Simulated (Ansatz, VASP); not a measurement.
## Two plane-wave programs on Y

INCAR

```
SYSTEM = Y
PREC = Accurate ; ENCUT = 600
EDIFF = 1E-6 ; ISMEAR = -1
SIGMA = 0.05 ; LREAL = .False.
LASPH = .True. ; NELM = 100
ALGO = Normal ; ISIF = 3
LWAVE = .False. ; LCHARG = .False.
GGA = PE ; IBRION = 2
NSW = 100 ; EDIFFG = -0.005
```

Contents of KPOINTS:

```
Automatic mesh
0
Gamma
  9 9 9
  0 0 0
```

File POSCAR:

```
Y
1.0
    0.0000000000      3.2195088072      3.2195088072
    3.2195088072      0.0000000000      3.2195088072
    3.2195088072      3.2195088072      0.0000000000
Y
2
Direct
    0.0000000000      0.0000000000      0.0000000000
    0.2500000000      0.2500000000      0.2500000000
```

Input for Ansatz:

```yaml
crystal:
  lattice:
    - [0.0, 3.2195088072, 3.2195088072]
    - [3.2195088072, 0.0, 3.2195088072]
    - [3.2195088072, 3.2195088072, 0.0]
  atoms:
    - { symbol: "Y", position: [0.0, 0.0, 0.0] }
    - { symbol: "Y", position: [0.25, 0.25, 0.25] }
kpoints:
  mp_grid: { grid: [9, 9, 9] }
scf:
  occupations: { method: fermi_dirac, width: 0.05 }
hamiltonian:
  xc: pbe
  pseudopotentials: { kind: paw }
output:
  forces: true
  stress: true
relax:
  f_tol: 0.005
  max_steps: 80
  cell: {}
```

Alike in both runs: task relaxation of cell and atoms; functional PBE; k mesh 9 × 9 × 9; occupations fermi-dirac, width 0.05 eV; no spin polarisation.

```csv
,VASP,Ansatz
version,VASP 6.6.1,Ansatz 0.2.0
potentials or method,"VASP PAW PBE potentials, release 64 (Y_sv)","PAW with Ansatz's default frozen-core files, scalar-relativistic"
plane-wave cutoff (eV),600,420
valence electrons in the cell,22,22
```

```csv
,VASP,Ansatz,Ansatz less VASP
relaxed volume (Å³/atom),43.86,43.58,-0.287
relaxed cell length with the largest relative difference (Å),4.987,4.977,-0.0109
energy change over the relaxation (meV/atom),-130,-126,+3.8
```

Caveats: the volume moved by over 15 % at a fixed basis, so the end points are rough (VASP).
